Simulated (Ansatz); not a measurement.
Input and command of a plane-wave DFT calculation in Ansatz:

```yaml
crystal:
  lattice:
    - [0.0, 2.08704, 2.08704]
    - [2.08704, 0.0, 2.08704]
    - [2.08704, 2.08704, 0.0]
  atoms:
    - { symbol: Si, position: [0.0, 0.0, 0.0] }
    - { symbol: C, position: [0.75, 0.75, 0.75] }
basis:
  ecutwfc: 420
kpoints:
  mp_grid: { grid: [12, 12, 12] }
hamiltonian:
  xc: pbe
scf:
  occupations: { method: gaussian, width: 0.05 }
output:
  forces: true
  stress: true
  eigenvalues: true
```

```bash
ansatz run input.yaml --threads 1 --pin off --max-ram 2560MiB --backend cpu --events-out ev --progress --plain --runs-dir out
```

Processor: Arm Neoverse V1, 1 thread, on a host shared with other jobs.

Q: Estimate time, memory and problem size.

A: About 2 s on 1 thread of Arm Neoverse V1, on a shared host, peak memory 0.26 GiB. It solves 8 bands at 72 k points (the mesh reduced by symmetry) with about 339 plane waves, in 6 SCF iterations.
